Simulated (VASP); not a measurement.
# Sn (Im-3m) in VASP: settings compared

One crystal, Sn, is run at these levels: PW91, r2SCAN, SCAN, optB88-vdW, vdW-DF-cx; tasks: relaxation of cell and atoms.

Everything below comes from runs of VASP 6.6.1. Logs are shortened: lines on timing, memory, paths and dates and some standing lists are left out, and cuts for length are marked.

## 1. The structure

It takes space group Im-3m (No. 229, cubic). The conventional cell has a = 3.789 Å, b = 3.789 Å, c = 3.789 Å, α = 90.00°, β = 90.00°, γ = 90.00°. Sn (site symmetry m-3m) has 8 Sn at 3.28 Å as nearest neighbours.

This isn't the form of Sn at room conditions, which is tetragonal (white tin).

## 2. Relaxation of cell and atoms, PW91

Contents of INCAR:

```
SYSTEM = Sn
PREC = Accurate
ENCUT = 600
EDIFF = 1E-7
ISMEAR = -1
SIGMA = 0.05
LREAL = .False.
LASPH = .True.
NELM = 80
ALGO = Normal
ISIF = 3
LWAVE = .False.
LCHARG = .False.
GGA = 91
IBRION = 2
NSW = 60
EDIFFG = -0.01
```

Contents of KPOINTS:

```
regular mesh
0
Gamma
  10 10 10
  0 0 0
```

Contents of POSCAR:

```
Sn
1.0
   -1.8946518192      1.8946518192      1.8946518192
    1.8946518192     -1.8946518192      1.8946518192
    1.8946518192      1.8946518192     -1.8946518192
Sn
1
Direct
    0.0000000000      0.0000000000      0.0000000000
```

Potentials or basis: VASP PAW PBE potentials, release 64 (Sn_d).

Started as:

```console
$ cat potpaw_PBE.64/Sn_d/POTCAR > POTCAR
$ mpirun -np 1 vasp_std > vasp.out
```

OUTCAR:

```text
SYSTEM = Sn
   PREC = Accurate
   ENCUT = 600
   EDIFF = 1E-7
   ISMEAR = -1
   LREAL = .False.
   LASPH = .True.
   NELM = 80
   ISIF = 3
   GGA = 91
   IBRION = 2
   NSW = 60
   EDIFFG = -0.01

 ion  position               nearest neighbor table
   1  0.000  0.000  0.000-

  LATTYP: Found a body centered cubic cell.
 ALAT       =     3.7893036384

  Lattice vectors:

 A1 = (  -1.8946518192,   1.8946518192,   1.8946518192)
 A2 = (   1.8946518192,  -1.8946518192,   1.8946518192)
 A3 = (   1.8946518192,   1.8946518192,  -1.8946518192)

Analysis of symmetry for initial positions (statically):
=====================================================================
 Subroutine PRICEL returns:
 Original cell was already a primitive cell.

 Routine SETGRP: Setting up the symmetry group for a
 body centered cubic supercell.

 Subroutine GETGRP returns: Found 48 space group operations
 (whereof 48 operations were pure point group operations)
 out of a pool of 48 trial point group operations.

The static configuration has the point symmetry O_h .

Analysis of symmetry for dynamics (positions and initial velocities):
=====================================================================
 Subroutine PRICEL returns:
 Original cell was already a primitive cell.

 Routine SETGRP: Setting up the symmetry group for a
 body centered cubic supercell.

 Subroutine GETGRP returns: Found 48 space group operations
 (whereof 48 operations were pure point group operations)
 out of a pool of 48 trial point group operations.

The dynamic configuration has the point symmetry O_h .

 Subroutine INISYM returns: Found 48 space group operations
 (whereof 48 operations are pure point group operations),
 and found     1 'primitive' translations

----------------------------------------------------------------------------------------

                                     Primitive cell

  volume of cell :      27.2050

  direct lattice vectors                    reciprocal lattice vectors
    -1.894651819  1.894651819  1.894651819     0.000000000  0.263900731  0.263900731
     1.894651819 -1.894651819  1.894651819     0.263900731  0.000000000  0.263900731
     1.894651819  1.894651819 -1.894651819     0.263900731  0.263900731  0.000000000

  length of vectors
     3.281633214  3.281633214  3.281633214     0.373211993  0.373211993  0.373211993

  position of ions in fractional coordinates (direct lattice)
     0.000000000  0.000000000  0.000000000

  ion indices of the primitive-cell ions
   primitive index   ion index
                 1           1

----------------------------------------------------------------------------------------

 KPOINTS: regular mesh

Automatic generation of k-mesh.
 Grid dimensions read from file:
 generate k-points for:   10   10   10

 Generating k-lattice:

  Cartesian coordinates                     Fractional coordinates (reciprocal lattice)
     0.000000000  0.026390073  0.026390073     0.100000000  0.000000000  0.000000000
     0.026390073  0.000000000  0.026390073     0.000000000  0.100000000  0.000000000
     0.026390073  0.026390073  0.000000000     0.000000000  0.000000000  0.100000000

  Length of vectors
     0.037321199  0.037321199  0.037321199

  Shift w.r.t. Gamma in fractional coordinates (k-lattice)
     0.000000000  0.000000000  0.000000000

 Subroutine IBZKPT returns following result:
 ===========================================

 Found     47 irreducible k-points:

 Following reciprocal coordinates:
            Coordinates               Weight
  0.000000  0.000000  0.000000      1.000000
  0.100000  0.000000  0.000000     12.000000
  0.200000  0.000000  0.000000     12.000000
  0.300000  0.000000  0.000000     12.000000
  0.400000  0.000000  0.000000     12.000000
  0.500000  0.000000  0.000000      6.000000
[... 16 lines left out ...]
  0.300000  0.300000  0.100000      8.000000
 -0.300000  0.300000  0.100000     24.000000
 [... further k-points ...]
   k-points           NKPTS =     47   k-points in BZ     NKDIM =     47   number of bands    NBANDS=     11
   number of dos      NEDOS =    301   number of ions     NIONS =      1
   total plane-waves  NPLWV =  21952
   dimension x,y,z NGX =    28 NGY =   28 NGZ =   28
   dimension x,y,z NGXF=    56 NGYF=   56 NGZF=   56
   ions per type =               1
   NGX,Y,Z   is equivalent  to a cutoff of  14.18, 14.18, 14.18 a.u.
   NGXF,Y,Z  is equivalent  to a cutoff of  28.37, 28.37, 28.37 a.u.
 SYSTEM =  Sn
   PREC   = accura    normal or accurate (medium, high low for compatibility)
   ISTART =      0    job   : 0-new  1-cont  2-samecut
   ICHARG =      2    charge: 1-file 2-atom 10-const
   ISPIN  =      1    spin polarized calculation?
   LNONCOLLINEAR =      F non collinear calculations
   LSORBIT =      F    spin-orbit coupling
   LASPH  =      T    aspherical Exc in radial PAW
   ENCUT  =  600.0 eV  44.10 Ry    6.64 a.u.   6.55  6.55  6.55*2*pi/ulx,y,z
   NELM   =     80;   NELMIN=  2; NELMDL= -5     # of ELM steps
   EDIFF  = 0.1E-06   stopping-criterion for ELM
   LREAL  =      F    real-space projection
   EDIFFG = -.1E-01   stopping-criterion for IOM
   NSW    =     60    number of steps for IOM
   IBRION =      2    ionic relax: 0-MD 1-quasi-New 2-CG
   NFREE  =      1    steps in history (QN), initial steepest desc. (CG)
   ISIF   =      3    stress and relaxation
   ISYM   =      2    0-nonsym 1-usesym 2-fastsym
   POTIM  = 0.5000    time-step for ionic-motion
   TEBEG  =    0.0;   TEEND  =   0.0 temperature during run
   PSTRESS=    0.0 pullay stress
   NELECT =      14.0000    total number of electrons
   NUPDOWN=      -1.0000    fix difference up-down
   EMIN   =  10.00;   EMAX   =-10.00  energy-range for DOS
   EFERMI =   0.00;   METHOD = LEGACY
   ISMEAR =    -1;   SIGMA  =   0.05  broadening in eV -4-tet -1-fermi 0-gaus
   EFERMI_NEDOS =   21; number of points for ismear=-14 and -15
   IALGO  =     38    algorithm
   IMIX   =      4    mixing-type and parameters
     AMIX     =   0.40;   BMIX     =  1.00
     AMIX_MAG =   1.60;   BMIX_MAG =  1.00
  volume/ion in A,a.u.               =      27.20       183.59
  Fermi-wavevector in a.u.,A,eV,Ry     =   1.311902  2.479136 23.416813  1.721087
  Thomas-Fermi vector in A             =   2.442332
   LORBIT       =      0    0 simple, 1 ext, 2 COOP (PROOUT), +10 PAW based schemes
   GGA     = 91    functional components
   LHFCALC =     F    Hartree Fock is set to
   AEXX    =    0.0000 exact exchange contribution
   IVDW    =     0    specifies the selected vdW correction
   LEPSILON=     F    determine dielectric tensor
   LRPA    =     F    only Hartree local field effects (RPA)
 conjugate gradient relaxation of ions
 non-spin polarized calculation
  energy-cutoff  :      600.00
  volume of cell :       27.20
 maximum number of plane-waves:       935
 NGX is ok and might be reduce to    28
   NGX = 13   NGY = 13   NGZ = 13

--------------------------------------- Ionic step        1  -------------------------------------------

 number of electron      13.9999996 magnetization

 Free energy of the ion-electron system (eV)
  ---------------------------------------------------
  ext. energy  EPLUGINS =         0.00000000
  ---------------------------------------------------
  free energy    TOTEN  =        -3.77642873 eV

  energy without entropy =       -3.76915636  energy(sigma->0) =       -3.77279255

------------------------ aborting loop because EDIFF is reached ----------------------------------------

  FORCE on cell =-STRESS in cart. coord.  units (eV):
  Direction    XX          YY          ZZ          XY          YZ          ZX
  --------------------------------------------------------------------------------------
  -------------------------------------------------------------------------------------
  Total        0.1377935      0.1377935      0.1377935      0.0000000      0.0000000     -0.0000000
  in kB        8.1150497      8.1150497      8.1150497      0.0000000      0.0000000     -0.0000000
  external PRESSURE =       8.1150497 kB  Pullay stress =       0.0000000 kB
[... 55 lines left out ...]
  energy  without entropy=       -3.7701118367  energy(sigma->0) =       -3.77387562

--------------------------------------- Ionic step        3  -------------------------------------------

 number of electron      13.9999997 magnetization

 Free energy of the ion-electron system (eV)
  ---------------------------------------------------
  ext. energy  EPLUGINS =         0.00000000
  ---------------------------------------------------
  free energy    TOTEN  =        -3.77765555 eV

  energy without entropy =       -3.77015368  energy(sigma->0) =       -3.77390462

 E-fermi :   7.7912     XC(G=0): -10.3075

 val. band max:        7.7903358005   @ k =   0.3000   0.0000   0.0000
 cond. band min:       7.8010554572   @ k =  -0.4000   0.4000   0.4000
 fundamental gap:      0.0107196567
 Fermi energy:         7.7912158724

 k-point     1 :       0.0000    0.0000    0.0000
  band No.  band energies     occupation
      1     -13.7170      2.00000
      2     -13.7170      2.00000
      3     -13.7170      2.00000
      4     -13.5851      2.00000
      5     -13.5851      2.00000
      6      -3.1216      2.00000
      7      15.5732      0.00000
      8      15.5732      0.00000
      9      15.5732      0.00000
     10      19.9494      0.00000
     11      19.9494      0.00000
[... 309 lines left out ...]
 k-point    24 :      -0.3000    0.3000    0.1000
  band No.  band energies     occupation
      1     -13.7240      2.00000
      2     -13.6808      2.00000
      3     -13.6157      2.00000
      4     -13.5934      2.00000
      5     -13.5826      2.00000
      6      -0.9847      2.00000
      7       7.9656      0.05930
      8      11.5902      0.00000
      9      12.9005      0.00000
     10      16.7571      0.00000
     11      17.7692      0.00000

 [... further k-points ...]
[... 5 lines left out ...]
  --------------------------------------------------------------------------------------
  -------------------------------------------------------------------------------------
  Total        0.0003341      0.0003341      0.0003341     -0.0000000      0.0000000     -0.0000000
  in kB        0.0193255      0.0193255      0.0193255     -0.0000000      0.0000000     -0.0000000
  external PRESSURE =       0.0193255 kB  Pullay stress =       0.0000000 kB
[... 16 lines left out ...]
  FREE ENERGIE OF THE ION-ELECTRON SYSTEM (eV)
  ---------------------------------------------------
  free  energy   TOTEN  =        -3.7776555547 eV

  energy  without entropy=       -3.7701536830  energy(sigma->0) =       -3.77390462

 reached required accuracy - stopping structural energy minimisation
```

Wall time 19 s (1 thread of Intel Xeon 6975P-C (Granite Rapids), shared host); peak memory 0.17 GiB.

Results:

```yaml
Free_energy: -3.7777 eV
Relaxed_volume: 27.69 Å³/atom
Relaxed_cell: a = 3.301 Å, b = 3.301 Å, c = 3.301 Å, α = 109.47°, β = 109.47°, γ = 109.47°
Space_group_after_relaxing_to_0.05_Å: Im-3m (No. 229)
Energy_gained_by_relaxing: 1.2 meV/atom
Ionic_steps: 3
Pressure_after_relaxing: 0.0 GPa
Band_gap_on_the_k_mesh: none (metal or under the smearing width)
```

The path:
| step | energy change (eV) | largest force (eV/Å) | pressure (GPa) | volume (Å³) |
| --- | --- | --- | --- | --- |
| 1 | 0.0000 | 0.0000 | 0.81 | 27.20 |
| 2 | -0.0012 | 0.0000 | -0.09 | 27.75 |
| 3 | -0.0012 | 0.0000 | 0.00 | 27.69 |

Final structure:
```cif
data_structure
_symmetry_space_group_name_H-M 'P 1'
_symmetry_Int_Tables_number 1
_cell_length_a 3.3012
_cell_length_b 3.3012
_cell_length_c 3.3012
_cell_angle_alpha 109.471
_cell_angle_beta 109.471
_cell_angle_gamma 109.471
_cell_volume 27.69
loop_
_atom_site_label
_atom_site_type_symbol
_atom_site_fract_x
_atom_site_fract_y
_atom_site_fract_z
_atom_site_occupancy
Sn1 Sn 0.00000 0.00000 0.00000 1
```

Caveat: the PAW data sets were made with another functional, which shifts forces and pressure a little.

## 3. Relaxation of cell and atoms, r2SCAN

INCAR: that of step 2 with these lines changed.

```diff
@@ -13,3 +13,4 @@
 LCHARG = .False.
-GGA = 91
+METAGGA = R2SCAN
+LMIXTAU = .True.
 IBRION = 2
```

KPOINTS is that of step 2.

POSCAR is that of step 2.

Potentials or basis: VASP PAW PBE potentials, release 64 (Sn_d).

Started as:

```console
$ cat potpaw_PBE.64/Sn_d/POTCAR > POTCAR
$ mpirun -np 1 vasp_std > vasp.out
```

Wall time 97 s (1 thread of Intel Xeon 6975P-C (Granite Rapids), shared host); peak memory 0.17 GiB.

Results (log left out):

| Item | Value |
| --- | --- |
| Free energy | -24.4925 eV |
| Relaxed volume | 26.79 Å³/atom |
| Relaxed cell | a = 3.265 Å, b = 3.265 Å, c = 3.265 Å, α = 109.47°, β = 109.47°, γ = 109.47° |
| Space group after relaxing (to 0.05 Å) | Im-3m (No. 229) |
| Energy gained by relaxing | 0.9 meV/atom |
| Ionic steps | 3 |
| Pressure after relaxing | 0.0 GPa |
| Band gap on the k mesh | none (metal or under the smearing width) |

The path:
| step | energy change (eV) | largest force (eV/Å) | pressure (GPa) | volume (Å³) |
| --- | --- | --- | --- | --- |
| 1 | 0.0000 | 0.0000 | -0.72 | 27.20 |
| 2 | -0.0009 | 0.0000 | 0.13 | 26.73 |
| 3 | -0.0009 | 0.0000 | 0.00 | 26.79 |

Final structure:
```cif
data_structure
_symmetry_space_group_name_H-M 'P 1'
_symmetry_Int_Tables_number 1
_cell_length_a 3.2650
_cell_length_b 3.2650
_cell_length_c 3.2650
_cell_angle_alpha 109.471
_cell_angle_beta 109.471
_cell_angle_gamma 109.471
_cell_volume 26.79
loop_
_atom_site_label
_atom_site_type_symbol
_atom_site_fract_x
_atom_site_fract_y
_atom_site_fract_z
_atom_site_occupancy
Sn1 Sn 0.00000 0.00000 0.00000 1
```

Levels at points of the mesh, in eV from the Fermi level:
```csv
k point,band 3,band 4,band 5,band 6,band 7,band 8,band 9,band 10,band 11
"(0.00, 0.00, 0.00)",-22.27,-22.11,-22.11,-11.75,8.59,8.59,8.59,12.95,12.95
"(0.50, 0.00, 0.00)",-22.12,-22.12,-22.02,-6.65,-4.75,3.81,5.92,8.67,8.68
"(0.50, 0.50, 0.50)",-22.04,-22.04,-22.04,-2.22,-0.59,-0.59,-0.59,4.19,4.19
```

Caveat: the PAW data sets were made with another functional, which shifts forces and pressure a little.

## 4. Relaxation of cell and atoms, SCAN

INCAR: that of step 3 with these lines changed.

```diff
@@ -13,3 +13,3 @@
 LCHARG = .False.
-METAGGA = R2SCAN
+METAGGA = SCAN
 LMIXTAU = .True.
```

KPOINTS is that of step 3.

POSCAR is that of step 3.

Started as:

```console
$ cat potpaw_PBE.64/Sn_d/POTCAR > POTCAR
$ mpirun -np 1 vasp_std > vasp.out
```

It took 2.7 min on 1 thread of Intel Xeon 6975P-C (Granite Rapids), shared host; peak memory 0.18 GiB.

It converged, with:

| Quantity | Value |
| --- | --- |
| Free energy | -35.6757 eV |
| Relaxed volume | 26.74 Å³/atom |
| Relaxed cell | a = 3.263 Å, b = 3.263 Å, c = 3.263 Å, α = 109.47°, β = 109.47°, γ = 109.47° |
| Space group after relaxing (to 0.05 Å) | Im-3m (No. 229) |
| Energy gained by relaxing | 1.4 meV/atom |
| Ionic steps | 3 |
| Pressure after relaxing | 0.1 GPa |
| Band gap on the k mesh | none (metal or under the smearing width) |

The path:
| step | energy change (eV) | largest force (eV/Å) | pressure (GPa) | volume (Å³) |
| --- | --- | --- | --- | --- |
| 1 | 0.0000 | 0.0000 | -0.75 | 27.20 |
| 2 | -0.0014 | 0.0000 | 0.10 | 26.70 |
| 3 | -0.0014 | 0.0000 | 0.05 | 26.74 |

Final structure:
```xyz
1
Lattice="-1.8837 1.8837 1.8837 1.8837 -1.8837 1.8837 1.8837 1.8837 -1.8837" Properties=species:S:1:pos:R:3 pbc="T T T"
Sn    0.0000    0.0000    0.0000
```

Levels at points of the mesh, in eV from the Fermi level:
| k point | band 3 | band 4 | band 5 | band 6 | band 7 | band 8 | band 9 | band 10 | band 11 |
| --- | --- | --- | --- | --- | --- | --- | --- | --- | --- |
| (0.00, 0.00, 0.00) | -22.00 | -21.84 | -21.84 | -11.89 | 8.51 | 8.51 | 8.51 | 13.25 | 13.25 |
| (0.50, 0.00, 0.00) | -21.85 | -21.85 | -21.74 | -6.78 | -4.75 | 3.75 | 5.97 | 8.96 | 8.97 |
| (0.50, 0.50, 0.50) | -21.76 | -21.76 | -21.76 | -2.36 | -0.64 | -0.64 | -0.64 | 4.50 | 4.50 |

Caveat: the PAW data sets were made with another functional, which shifts forces and pressure a little.

## 5. Relaxation of cell and atoms, optB88-vdW

INCAR: that of step 4 with these lines changed.

```diff
@@ -13,4 +13,7 @@
 LCHARG = .False.
-METAGGA = SCAN
-LMIXTAU = .True.
+GGA = BO
+LUSE_VDW = .True.
+AGGAC = 0.0
+PARAM1 = 0.1833333333
+PARAM2 = 0.22
 IBRION = 2
```

KPOINTS is that of step 4.

POSCAR is that of step 4.

Started as:

```console
$ cat potpaw_PBE.64/Sn_d/POTCAR > POTCAR
$ mpirun -np 1 vasp_std > vasp.out
```

Wall time 56 s (1 thread of Intel Xeon 6975P-C (Granite Rapids), shared host); peak memory 0.33 GiB.

The run converged. Its results:

* Free energy: -0.4812 eV
* Relaxed volume: 27.95 Å³/atom
* Relaxed cell: a = 3.311 Å, b = 3.311 Å, c = 3.311 Å, α = 109.47°, β = 109.47°, γ = 109.47°
* Space group after relaxing (to 0.05 Å): Im-3m (No. 229)
* Energy gained by relaxing: 2.7 meV/atom
* Ionic steps: 3
* Pressure after relaxing: 0.0 GPa
* Band gap on the k mesh: none (metal or under the smearing width)

The path:
| step | energy change (eV) | largest force (eV/Å) | pressure (GPa) | volume (Å³) |
| --- | --- | --- | --- | --- |
| 1 | 0.0000 | 0.0000 | 1.20 | 27.20 |
| 2 | -0.0027 | 0.0000 | -0.11 | 28.02 |
| 3 | -0.0027 | 0.0000 | 0.02 | 27.95 |

Final structure:
```xyz
1
Lattice="-1.9117 1.9117 1.9117 1.9117 -1.9117 1.9117 1.9117 1.9117 -1.9117" Properties=species:S:1:pos:R:3 pbc="T T T"
Sn    0.0000    0.0000    0.0000
```

Levels at points of the mesh, in eV from the Fermi level:
```
           k point  band 4  band 5  band 6  band 7  band 8  band 9  band 10  band 11
(0.00, 0.00, 0.00)  -21.36  -21.36  -10.85    7.55    7.55    7.55    12.35    12.35
(0.50, 0.00, 0.00)  -21.37  -21.29   -6.44   -4.16    3.45    5.36     8.02     8.37
(0.50, 0.50, 0.50)  -21.30  -21.30   -2.80   -0.42   -0.42   -0.42     4.16     4.16
```

Caveat: the PAW data sets were made with another functional, which shifts forces and pressure a little.

## 6. Relaxation of cell and atoms, vdW-DF-cx

INCAR: that of step 5 with these lines changed.

```diff
@@ -13,7 +13,5 @@
 LCHARG = .False.
-GGA = BO
+GGA = CX
 LUSE_VDW = .True.
 AGGAC = 0.0
-PARAM1 = 0.1833333333
-PARAM2 = 0.22
 IBRION = 2
```

KPOINTS is that of step 5.

POSCAR is that of step 5.

Potentials or basis: VASP PAW PBE potentials, release 64 (Sn_d).

Started as:

```console
$ cat potpaw_PBE.64/Sn_d/POTCAR > POTCAR
$ mpirun -np 1 vasp_std > vasp.out
```

Run time: 61 s. Hardware: 1 thread of Intel Xeon 6975P-C (Granite Rapids), shared host; peak memory 0.33 GiB.

Results (log left out):

```
Free energy                            : -0.7582 eV
Relaxed volume                         : 26.31 Å³/atom
Relaxed cell                           : a = 3.245 Å, b = 3.245 Å, c = 3.245 Å, α = 109.47°, β = 109.47°, γ = 109.47°
Space group after relaxing (to 0.05 Å) : Im-3m (No. 229)
Energy gained by relaxing              : 4.5 meV/atom
Ionic steps                            : 3
Pressure after relaxing                : 0.0 GPa
Band gap on the k mesh                 : none (metal or under the smearing width)
```

Step by step:
| step | energy change (eV) | largest force (eV/Å) | pressure (GPa) | volume (Å³) |
| --- | --- | --- | --- | --- |
| 1 | 0.0000 | 0.0000 | -1.57 | 27.20 |
| 2 | -0.0044 | 0.0000 | 0.28 | 26.17 |
| 3 | -0.0045 | 0.0000 | 0.01 | 26.31 |

Final structure:
```
CELL_PARAMETERS angstrom
-1.87363 1.87363 1.87363
1.87363 -1.87363 1.87363
1.87363 1.87363 -1.87363
ATOMIC_POSITIONS crystal
Sn 0.00000 0.00000 0.00000
```

Levels at points of the mesh, in eV from the Fermi level:
```tsv
k point	band 4	band 5	band 6	band 7	band 8	band 9	band 10	band 11
(0.00, 0.00, 0.00)	-21.31	-21.31	-11.31	8.22	8.22	8.22	12.30	12.30
(0.50, 0.00, 0.00)	-21.32	-21.22	-6.46	-4.54	3.70	5.57	8.23	8.45
(0.50, 0.50, 0.50)	-21.24	-21.24	-2.34	-0.50	-0.50	-0.50	3.94	3.94
```

Caveat: the PAW data sets were made with another functional, which shifts forces and pressure a little.

## 7. The runs side by side

```tsv
level	gap on the mesh (eV)	pressure (GPa)	relaxed volume (Å³/atom)
PW91	none	0.0	27.69
r2SCAN	none	0.0	26.79
SCAN	none	0.1	26.74
optB88-vdW	none	0.0	27.95
vdW-DF-cx	none	0.0	26.31
```

Alike in all rows: task relaxation of cell and atoms; potentials or basis VASP PAW PBE potentials, release 64 (Sn_d); no spin polarisation; cell relaxed; k mesh 10 × 10 × 10; cutoff (eV) 600; smearing fermi-dirac 0.05 eV.

Caveats: the PAW data sets were made with another functional, which shifts forces and pressure a little.

Absolute energies hang on the potentials; compare differences alone.
